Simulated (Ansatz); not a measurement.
The calculation used DFT PBE, scalar-relativistic, plane waves, PAW (Ansatz). All cells share a 420 eV cutoff and Γ-centred k meshes spaced at most about 0.3 Å⁻¹ (about 0.25 or finer for metals, 2π included). Spin is collinear.

These are static total energies at zero pressure.

Task: Which of these relaxed structures of GdO₄ is the lowest in energy?
A.
(opposed, unequal moments (Gd +6.7, O -0.3 μB))
```
Gd O
1.0
     1.86488   -3.95869    0.00000
     1.86488    3.95869    0.00000
     0.00000    0.00000    4.52238
Gd O
1 4
Direct
  0.50000 0.50000 0.50000
  0.78172 0.21828 0.50000
  0.21828 0.78172 0.50000
  0.17598 0.17598 0.00000
  0.82402 0.82402 0.00000
```

B.
(opposed, unequal moments (Gd +6.6, O -0.5 μB))
```
Gd O
1.0
     4.56053    0.00000    0.00000
    -2.28026    3.94953    0.00000
     0.00000    0.00000    4.59658
Gd O
1 4
Direct
  0.00000 0.00000 0.50000
  0.50000 0.00000 0.50000
  0.00000 0.50000 0.50000
  0.50000 0.50000 0.50000
  0.00000 0.00000 0.00000
```

C.
(parallel moments up to 6.8 μB, with smaller opposite ones on O)
```
Gd O
1.0
     2.15347    1.24330    3.48082
    -2.15347    1.24330    3.48082
     0.00000   -2.48661    3.48082
Gd O
1 4
Cartesian
  0.0000 0.0000 0.0000
  0.0000 0.0000 3.8659
  0.0000 0.0000 6.5766
  0.0000 0.0000 7.9768
  0.0000 0.0000 2.4657
```

D.
(parallel moments up to 6.8 μB)
```
Gd O
1.0
    -2.16220    2.16220    2.97132
     2.16220   -2.16220    2.97132
     2.16220    2.16220   -2.97132
Gd O
1 4
Cartesian
  0.0000 0.0000 0.0000
  0.0000 0.0000 2.3655
  0.0000 0.0000 3.5771
  0.0000 2.1622 1.4857
  2.1622 0.0000 1.4857
```

Result: C. The next of these, A, lies 91 meV/atom higher. Forms: C R-3m; A Cmmm; D I4/mmm; B P6/mmm. Counting O atoms around Gd (those within 1.25 times the shortest such distance or 1.15 times the sum of covalent radii; a plus sign parts nearer from farther groups): C has Gd 14; A has Gd 2+8; D has Gd 2+8; B has Gd 8. C holds O–O pairs (shortest 1.40 Å, as in peroxide); A holds O–O pairs (shortest 1.31 Å, as in superoxide); D holds O–O pairs (shortest 1.21 Å, as in O₂) (bonds between like non-metal atoms; other contacts aren't counted). All come from invented guesses.

In such compounds of Gd a zero gap at this level may well be an artefact, since no Hubbard U is applied. The magnetic state reached may not be the lowest. Cells relaxed within their symmetry can be saddle points. Some candidate types were left out of the draw beforehand, so a known form may be missing.
